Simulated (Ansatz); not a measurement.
## Al2Ru: do energies and stresses tell the same story?

Level of theory: DFT r2SCAN, scalar-relativistic, plane waves, PAW in Ansatz.

Plane waves to 500 eV, a k mesh through Γ of 18×18×18 on the computed 3-atom cell and Gaussian smearing (0.10 eV); no spin polarisation.

Relaxed cell: I4/mmm, a = 3.122 Å, b = 3.122 Å, c = 8.445 Å, α = 90.00°, β = 90.00°, γ = 90.00°, 3 atoms in the primitive cell. Whether it is the stable form of this composition wasn't checked.

Energies at zero smearing and pressures from the stress tensor, at volumes with shape and atoms relaxed:
```json
{"V (Å³/atom)": "12.483", "E − E(first) (meV/atom)": "0.00", "P (GPa)": "21.20"}
{"V (Å³/atom)": "12.894", "E − E(first) (meV/atom)": "-43.60", "P (GPa)": "12.97"}
{"V (Å³/atom)": "13.306", "E − E(first) (meV/atom)": "-67.68", "P (GPa)": "5.96"}
{"V (Å³/atom)": "13.717", "E − E(first) (meV/atom)": "-75.13", "P (GPa)": "0.00"}
{"V (Å³/atom)": "14.129", "E − E(first) (meV/atom)": "-68.40", "P (GPa)": "-5.08"}
{"V (Å³/atom)": "14.540", "E − E(first) (meV/atom)": "-49.63", "P (GPa)": "-9.40"}
{"V (Å³/atom)": "15.089", "E − E(first) (meV/atom)": "-8.98", "P (GPa)": "-14.14"}
```

Task: Check P = −dE/dV between neighbouring volumes, and get the bulk modulus from the pressures alone.

Result: With 1 eV/Å³ = 160.2 GPa:
```tsv
middle V (Å³/atom)	−ΔE/ΔV (GPa)	mean P (GPa)
12.688	16.976	17.085
13.100	9.374	9.468
13.511	2.899	2.980
13.923	-2.617	-2.542
14.334	-7.308	-7.239
14.815	-11.871	-11.768
```

The two differ by 0.11 GPa at most. The mean of two end pressures misses the average over a step by about ΔV² P″/12, up to 0.11 GPa here; with that taken off 0.01 GPa remains. Around V = 13.717 Å³/atom, the two neighbours give B = −V ΔP/ΔV = 13.717 × 11.04 / 0.823 = 184.1 GPa, against B0 = 183.1 GPa from the Birch–Murnaghan fit of the energies.

Energies and stresses describe the same equation of state. The mean pressure lies above the energy slope in every interval, as expected for a convex P(V) curve. The gap narrows as the cell expands, except in the last interval, where the volume step is wider. The small remainder suggests that Pulay stress from the finite plane-wave basis is minor here. The secant value of 184.1 GPa probably exceeds the fitted 183.1 GPa for a similar reason, since a symmetric difference picks up the higher curvature of P(V).

Physically, the convexity reflects kinetic-energy and overlap repulsion, which rise faster on compression than the bonding energy gained. The considerable stiffness for an aluminium-rich compound is probably due to hybridisation between Ru d and Al s,p states.

Al2Ru is best known in the orthorhombic TiSi2-type structure, so the bulk modulus belongs to the tetragonal polymorph and shouldn't be compared directly with measurements on the usual phase. Agreement between the two routes shows internal consistency, not the accuracy of the functional, whose errors enter both alike.
